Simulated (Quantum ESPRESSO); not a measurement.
Crystal: Ga.

```
Ga
1.0
     2.71648    0.00000    0.00000
     0.00000    2.71648    0.00000
     0.00000    0.00000    2.71648
Ga
1
Direct
  0.00000 0.00000 0.00000
```

The cell was built by a generator and needn't be a form met in nature.

* Program: Quantum ESPRESSO 7.5
* Task: Wannier functions
* Functional: PBEsol
* Potentials or basis: PseudoDojo 0.4.1 SR PBEsol standard
* Cutoff: 1088 eV
* Density cutoff: 4354 eV
* k mesh: 8 × 8 × 8
* Occupations: fermi-dirac, width 0.05 eV
* Spin: no spin polarisation
* Iterations: 0
* Mixing beta: 0.5
* Most SCF iterations: 120
* SCF threshold: 2e-10 Ry
* k mesh for the Wannier functions: 6 × 6 × 6
* Projections: Ga spd

Start: atomic projections with disentanglement, frozen window up to 3.0 eV over the reference level; no minimisation of the spread. The reference level is the Fermi level, or the middle of the gap.

**Question.** With atomic projections with disentanglement, how many functions result, how localised are they, and how well do they interpolate the bands?

**Answer.** 9 functions with spreads from 0.40 to 1.98 Å², 9.7 Å² in all; they miss the direct bands by 29 meV (root mean square).

Wannier functions:
```csv
function,nearest atom,distance (Å),spread (Å²),on-site energy from the reference level (eV)
1,1 Ga,0.00,1.66,-2.51
2,1 Ga,0.00,1.98,4.77
3,1 Ga,0.00,1.98,4.77
4,1 Ga,0.00,1.98,4.76
5,1 Ga,0.00,0.43,-14.30
6,1 Ga,0.00,0.40,-14.30
7,1 Ga,0.00,0.40,-14.30
8,1 Ga,0.00,0.43,-14.30
9,1 Ga,0.00,0.40,-14.30
```

Parts of the spread (Å²): invariant 5.51, diagonal 0.000, off-diagonal 4.14, total 9.65. Against the direct bands the interpolation misses by 29 meV (root mean square) and 407 meV at most, for states up to 1 eV over the reference level.
